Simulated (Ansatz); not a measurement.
**BaTe under compression: one row to predict**

The cell was reached from a generator's guess, though it ends in a space group that the part of the Crystallography Open Database at hand lists for this formula.

Computed with Ansatz 0.2.0, DFT PBE, scalar-relativistic, plane waves, PAW. Plane waves to 420 eV, an 8×8×8 mesh through Γ for the 2-atom cell and 0.02 eV Gaussian smearing; no spin polarisation.

```
Ba Te
1.0
     0.00000    3.53334    3.53334
     3.53334    0.00000    3.53334
     3.53334    3.53334    0.00000
Ba Te
1 1
Direct
  0.50000 0.50000 0.50000
  0.00000 0.00000 0.00000
```

The cell was set to several volumes, with shape and atoms relaxed at each where symmetry leaves them free. Pressure is positive in compression, and energies count from the lowest row.

| row | V (Å³/atom) | P (GPa) | ΔE (meV/atom) | gap on mesh (eV) |
| --- | --- | --- | --- | --- |
| 1 | 38.818 | 4.79 | 70.1 | 1.38 |
| 2 | 40.142 | 3.28 | 36.9 | 1.46 |
| 3 | 41.465 | ? | ? | ? |
| 4 | 42.789 | 0.90 | 3.5 | 1.60 |
| 5 | 44.112 | -0.03 | 0.0 | 1.66 |
| 6 | 45.435 | -0.82 | 3.6 | 1.71 |
| 7 | 46.759 | -1.49 | 13.2 | 1.76 |
| 8 | 48.523 | -2.23 | 33.8 | 1.81 |

Question: Find B = −V·ΔP/ΔV from rows 4 and 6 and from rows 1 and 2, and from the two its slope B′ and its value B0 at zero pressure.

Answer: Rows 4 and 6 give −(42.789 + 45.435)/2 × (-0.82 − (0.90))/(45.435 − 42.789) = 28.7 GPa at a mean pressure of 0.04 GPa. Rows 1 and 2 give −(38.818 + 40.142)/2 × (3.28 − (4.79))/(40.142 − 38.818) = 45.0 GPa at a mean pressure of 4.04 GPa. So B′ = (45.0 − 28.7)/(4.04 − (0.04)) = 4.08 and B0 = 28.7 − 4.08 × (0.04) = 28.5 GPa. A third-order Birch–Murnaghan fit to all the energies gives B0 = 28.6 GPa and B′ = 4.4.

Question: Estimate the pressure and energy of row 3.

Answer: From row 5, V0 = 44.112 × (1 + (-0.03)/28.5) = 44.066 Å³/atom. Murnaghan's form P = (B0/B′)·[(V0/V)^B′ − 1] gives (28.5/4.08) × [(44.066/41.465)^4.08 − 1] = 1.97 GPa; the computed pressure is 1.99 GPa, so the estimate is off by -0.02 GPa. The work of compression from row 4, with the mean of the two pressures, gives ΔE = 3.5 + (1.97 + 0.90)/2 × (42.789 − 41.465)/160.2 × 1000 = 15.4 meV/atom (1 eV/Å³ = 160.2 GPa); the computed value is 15.3 meV/atom.

Question: Fit the gap against pressure through the other rows and estimate it at the computed pressure of row 3.

Answer: Over the 7 rows the mean pressure is 0.6286 GPa and the mean gap is 1.626 eV. The sums of products of deviations are S_xx = 39.61 and S_xy = -2.425, so the slope is -2.425/39.61 = -0.06122 (r = -1.00, rms misfit 0.01 eV). At 1.99 GPa the line gives 1.626 + (-0.06122) × (1.99 − 0.6286) = 1.54 eV. The computed value is 1.53 eV, so the line is off by +0.01 eV, about as much as the largest miss among the fitted rows (0.01 eV).

These runs have no spin–orbit coupling, which can matter for Te. Kohn–Sham gaps at this level usually fall short of measured ones. The missing spin–orbit coupling can work the other way here. All volumes keep the k mesh of the relaxed cell. A later test with randomly moved atoms came back to the same energy, though modes that don't fit the test's cell weren't probed.
